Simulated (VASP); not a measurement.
# Ge: restarted molecular dynamics, 2 variants

Ge, Fd-3m (no. 227), 8 atoms in the cell. PBE, molecular dynamics; PAW potentials Ge (PBE set).

| Restart from | Temperature at the end (K) | The same without a restart (K) | Potential energy at the end (eV/atom) | The same without a restart (eV/atom) | Electronic steps in the first step after the restart | Time (s) |
|---|---|---|---|---|---|---|
| CONTCAR with velocities, WAVECAR read | 1884.0 | 1884.0 | -4.04762 | -4.04762 | 4 | 232 |
| CONTCAR with velocities, no WAVECAR | 1884.0 | 1884.0 | -4.04762 | -4.04762 | 13 | 236 |

Limits: 180 fs of 8 atoms are too short for converged averages.

## Input of the first row

INCAR.step1:
```
SYSTEM = Ge
  GGA = PE
  PREC = Normal
  ENCUT = 200
  EDIFF = 1E-6
  NELMIN = 4
  NELM = 60
  ALGO = Normal
  LREAL = Auto
  LASPH = .True.
  ISMEAR = 0
  SIGMA = 0.05
  ISYM = 0
  LWAVE = .True.
  LCHARG = .False.
  IBRION = 0
  NSW = 30
  POTIM = 3.0
  TEBEG = 1000
  ISIF = 2
  RANDOM_SEED = 237208 0 0
  MDALGO = 2
  SMASS = 0
  KPAR = 2
```

INCAR.step2, as INCAR.step1 but for:
```
- LWAVE = .True.
+ LWAVE = .False.
```

KPOINTS:
```
k-points
0
Monkhorst-Pack
  2 2 2
```

POSCAR.step1:
```
Ge
1.0
    5.6578200000      0.0000000000      0.0000000000
    0.0000000000      5.6578200000      0.0000000000
    0.0000000000      0.0000000000      5.6578200000
Ge
8
Direct
    0.2500000000      0.2500000000      0.2500000000
    0.5000000000      0.0000000000      0.5000000000
    0.2500000000      0.7500000000      0.7500000000
    0.5000000000      0.5000000000      0.0000000000
    0.7500000000      0.2500000000      0.7500000000
    0.0000000000      0.0000000000      0.0000000000
    0.7500000000      0.7500000000      0.2500000000
    0.0000000000      0.5000000000      0.5000000000
```

Commands (each step's output is kept before the next begins):
```
cat potpaw_PBE.64/Ge/POTCAR > POTCAR
cp INCAR.step1 INCAR
cp POSCAR.step1 POSCAR
mpirun -np 2 vasp_std > vasp.out
cp CONTCAR POSCAR
cp INCAR.step2 INCAR
mpirun -np 2 vasp_std > vasp.out
```

Changes of the last row against the first:
```
(step 1)
- LWAVE = True
+ LWAVE = False
```

VASP 6.6.1 took 232 s on 2 cores (AMD EPYC 7R13 (Zen 3)), a shared host.
